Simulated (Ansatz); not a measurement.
Runs of Ansatz 0.2.0 on As. The structure is cubic, space group Pm-3m (No. 221). The conventional cell has a = 2.704 Å, b = 2.704 Å, c = 2.704 Å, α = 90.00°, β = 90.00°, γ = 90.00°. As (site symmetry m-3m) has 6 As at 2.70 Å as nearest neighbours. This isn't the form of As at room conditions, which is rhombohedral.

```tsv
task	potentials or basis	spin	k mesh	cutoff (eV)	smearing	basis error allowed	pressure (GPa)
single point	all-electron LAPW, scalar-relativistic	off	10 × 10 × 10	237	gaussian 0.02 eV	0.001 eV/atom	(a)
band structure	all-electron LAPW, relativistic spinors	SOC, no magnetisation	8 × 8 × 8	237	fermi-dirac 0.05 eV	0.001 eV/atom	-0.4
band structure	all-electron LAPW, non-relativistic	off	10 × 10 × 10	236	fermi-dirac 0.05 eV	0.001 eV/atom	-1.6
band structure	all-electron LAPW, scalar-relativistic	off	8 × 8 × 8	237	fermi-dirac 0.05 eV	0.001 eV/atom	-0.5
```

Alike in all rows: level PBEsol; cell as given.

Q: Fill in the values left out.

A: (a) -1.5.

Caveats: the k mesh is thin for a metal, which can move the energy by tens of meV per atom (some runs); relativity is left out, which matters for the heavier elements (some runs).

Not every run made on this cell is shown here.
